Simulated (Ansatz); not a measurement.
A plane-wave DFT run in Ansatz 0.2.0 (scalar-relativistic PAW potentials unless the input names others): input and command.

```yaml
crystal:
  lattice:
    - [0.0, 3.118210096, 3.118210096]
    - [3.118210096, 0.0, 3.118210096]
    - [3.118210096, 3.118210096, 0.0]
  atoms:
    - { symbol: Bi, position: [0.0, 0.0, 0.0] }
    - { symbol: Te, position: [0.5, 0.5, 0.5] }
basis:
  ecutwfc: 420
kpoints:
  mp_grid: { grid: [12, 12, 12] }
hamiltonian:
  xc: pbesol
scf:
  occupations: { method: tetrahedron_uncorrected }
  convergence: { dr2_threshold: 1.0e-06 }
output:
  forces: true
  eigenvalues: true
  stress: true
```

```bash
ansatz run input.yaml --threads 1 --pin off --max-ram 3072MiB --backend cpu --events-out ev --progress --plain --runs-dir out
```

Abridged log:
```
Warning: scf.convergence.dr2_threshold = 1e-6 eV is looser than this run's default, which is 1e-7 eV or tighter. The error in the forces grows as the threshold's square root, so leave the key out unless less accurate forces are enough
Warning: output.stress: scf.convergence.dr2_threshold = 1e-6 eV is looser than the 2e-10 eV advised for a printed stress (1e-10 eV for each atom of the cell: 2). ...
Basis set: ecut = 420 eV, 1243 PW (Γ), exchange–correlation on 60×60×60 points (8 copies of the dense FFT grid, shifted against one another)
Bands: 20, of which v1, the nominal top of the filled ones, is band 16 counted from 1 (15 counted from 0)
Symmetry: 48 space group operations
k-points: 72 of 1728
SCF iter   1: F=—  HF=-19143.484733 eV  |F-HF|=—  |Δ(HF+E_count)|=         —  Δρ=1.68e-3  dr2=1.61e-3  ethr=1.77e-3  ⟨swp⟩=6.9  Hψ=7682  notcnv=0
SCF iter   2: F=—  HF=-19143.482378 eV  |F-HF|=—  |Δ(HF+E_count)|=   2.35e-3  Δρ=1.21e-3  dr2=6.46e-4  ethr=5.20e-6  ⟨swp⟩=2.8  Hψ=3591  notcnv=0  defer=16
SCF iter   3: F=—  HF=-19143.482403 eV  |F-HF|=—  |Δ(HF+E_count)|=   2.43e-5  Δρ=5.99e-4  dr2=1.46e-4  ethr=2.08e-6  ⟨swp⟩=3.0  Hψ=3094  notcnv=0  defer=16
SCF iter   4: F=—  HF=-19143.482267 eV  |F-HF|=—  |Δ(HF+E_count)|=   1.36e-4  Δρ=2.26e-4  dr2=2.47e-5  ethr=4.72e-7  ⟨swp⟩=2.0  Hψ=2848  notcnv=0  defer=16
SCF iter   5: F=-19143.482246 eV  HF=-19143.482246 eV  |F-HF|=3.85e-8  |Δ(HF+E_count)|=   2.03e-5  Δρ=2.65e-5  dr2=2.85e-7  ethr=7.97e-8  ⟨swp⟩=3.0  Hψ=3070  notcnv=0  defer=16
SCF iter   6: F=-19143.482246 eV  HF=-19143.482246 eV  |F-HF|=3.13e-9  |Δ(HF+E_count)|=   1.34e-7  Δρ=8.67e-6  dr2=3.96e-8  ethr=9.20e-10  ⟨swp⟩=3.6  Hψ=6530  notcnv=0
SCF 1 converged in 6 iterations: F = -19143.482246 eV  dr2 = 3.96e-8
SCF converged after 6 iterations
Free energy (F): -19143.482246 eV
Harris-Foulkes:  -19143.482246 eV  (|F-HF|=3.13e-9)
Internal energy: -19143.482090 eV  (E = F + TS)
E sigma→0 (E₀):  -19143.482246 eV
Entropy (-TS):   -0.000156 eV (-0.078 meV/atom)
Fermi energy:    11.500158 eV
--- Forces (eV/Å), atoms counted from 1 ---
  atom   1  Bi     0.00000000     0.00000000     0.00000000
  atom   2  Te     0.00000000     0.00000000     0.00000000
--- Stress (GPa, compression-positive) ---
        5.218770       0.000000       0.000000
        0.000000       5.218770       0.000000
        0.000000       0.000000       5.218770
  P = ⅓ Tr σ = 5.2188 GPa (52.188 kbar)
```

Apart from outputs, empty bands and the relaxation, which only the reference makes, the input differs from a reference run on usual settings in scf.occupations.width: 0.15 → not typed; scf.occupations.method: "fermi_dirac" → "tetrahedron_uncorrected"; scf.convergence.dr2_threshold: not typed → 1e-06. The reference, at the same geometry, ended its own course with pressure 5.00 GPa, largest force 0.000 eV/Å, no gap on the mesh. This run converged in 6 SCF iterations with an energy at zero smearing 61.84 meV/atom above the reference's, pressure 5.22 GPa, largest force 0.000 eV/Å, no gap on the mesh.

Time: 3.1 s on 1 thread of Intel(R) Xeon(R) Platinum 8488C (Sapphire Rapids), on a shared host, peak memory 0.43 GiB.